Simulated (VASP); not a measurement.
Write the native input for VASP 6.6.1 that does the following.

```yaml
Task: relaxation of cell and atoms
Functional: PBE
Potentials_or_basis: VASP PAW PBE potentials, release 64 (Cd, Ge_d, As)
Cutoff: 600 eV
k_mesh: 8 × 8 × 8
Occupations: gaussian, width 0.03 eV
Spin: no spin polarisation
Further_INCAR_settings: ALGO = Normal; EDIFF = 1e-07; IBRION = 2; EDIFFG = -0.005; NSW = 90; ISIF = 3
```

The structure of CdGeAs2 lies in POSCAR:

```
CdGeAs2                                 
1.0
   -3.0285493956      3.0285493956      5.7429220908
    3.0285493956     -3.0285493956      5.7429220908
    3.0285493956      3.0285493956     -5.7429220908
  Cd              Ge              As            
     2     2     4
Direct
     0.2500000000000000    0.7500000000000000    0.5000000000000000
     0.5000000000000000    0.5000000000000000    0.0000000000000000
     0.0000000000000000    0.0000000000000000    0.0000000000000000
     0.7500000000000000    0.2500000000000000    0.5000000000000000
     0.8750000000000000    0.3480577074860632    0.9730577074860632
     0.6519422925139368    0.6250000000000000    0.5269422925139368
     0.3750000000000000    0.9019422925139368    0.0269422925139368
     0.0980577074860632    0.1250000000000000    0.4730577074860632
```

The cell is a database's computed one.

One way to write it, as run:

INCAR

```
ALGO     = Normal         # electronic algorithm
EDIFF    = 1E-7           # SCF threshold, eV
EDIFFG   = -0.005         # ionic threshold
ENCUT    = 600            # plane-wave cutoff, eV
GGA      = PE             # functional
IBRION   = 2              # ionic algorithm
ISIF     = 3              # what is computed and relaxed
ISMEAR   = 0              # smearing method
KPAR     = 2            
LASPH    = True           # aspherical terms in the spheres
LCHARG   = False          # write CHGCAR
LREAL    = False          # projectors in reciprocal space
LWAVE    = False          # write WAVECAR
NELM     = 80             # most SCF steps
NSW      = 90             # ionic steps
PREC     = Accurate       # precision mode
SIGMA    = 0.03           # smearing width, eV
```

KPOINTS

```
k-points
0
Gamma
  8 8 8
```

Potentials or basis: VASP PAW PBE potentials, release 64 (Cd, Ge_d, As).

The run is started by

```bash
$ cat potpaw_PBE.64/Cd/POTCAR potpaw_PBE.64/Ge_d/POTCAR potpaw_PBE.64/As/POTCAR > POTCAR
$ mpirun -np 2 vasp_std > vasp.out
```

Results of the run:

| Item | Value |
| --- | --- |
| Relaxed volume | 26.34 Å³/atom |
| Relaxed cell | a = 7.166 Å, b = 7.166 Å, c = 7.166 Å, α = 130.00°, β = 130.00°, γ = 73.41° |
| Space group after relaxing (to 0.05 Å) | I-42d (No. 122) |
| Energy gained by relaxing | 0.0 meV/atom |
| Ionic steps | 2 |
| Pressure after relaxing | 0.0 GPa |
| Band gap on the k mesh | 0.12 eV, indirect (least direct gap 0.21 eV) |

It took 9.7 min on 2 MPI ranks on AMD EPYC 9R45 96-Core Processor (Zen 5), with other jobs on the host, peak memory 0.89 GiB a rank.
